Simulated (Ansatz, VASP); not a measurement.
# Two plane-wave programs on CaSe

```
Ca Se
1.0
     0.00000    3.03780    3.03780
     3.03780    0.00000    3.03780
     3.03780    3.03780    0.00000
Ca Se
1 1
Direct
  0.00000 0.00000 0.00000
  0.50000 0.50000 0.50000
```

Alike in both runs: task single point; functional PBE; k mesh 8 × 8 × 8; occupations gaussian, width 0.02 eV; no spin polarisation.

```csv
,VASP,Ansatz
version,VASP 6.6.1,Ansatz 0.2.0
potentials or method,"VASP PAW PBE potentials, release 64 (Ca_sv, Se)","scalar-relativistic, plane waves, PAW"
plane-wave cutoff (eV),520,420
valence electrons in the cell,16,26
```

VASP gave:

* gap on the k mesh at the Fermi level (eV): 2.19
* least direct gap on the mesh (eV): 2.93
* pressure (GPa): -2.4

Q: Which values does Ansatz return?

A: gap on the k mesh at the Fermi level (eV): 2.20; least direct gap on the mesh (eV): 2.93; pressure (GPa): -2.5.

The two sets of potentials don't hold the same shells in valence.

A k mesh can miss the band edges.
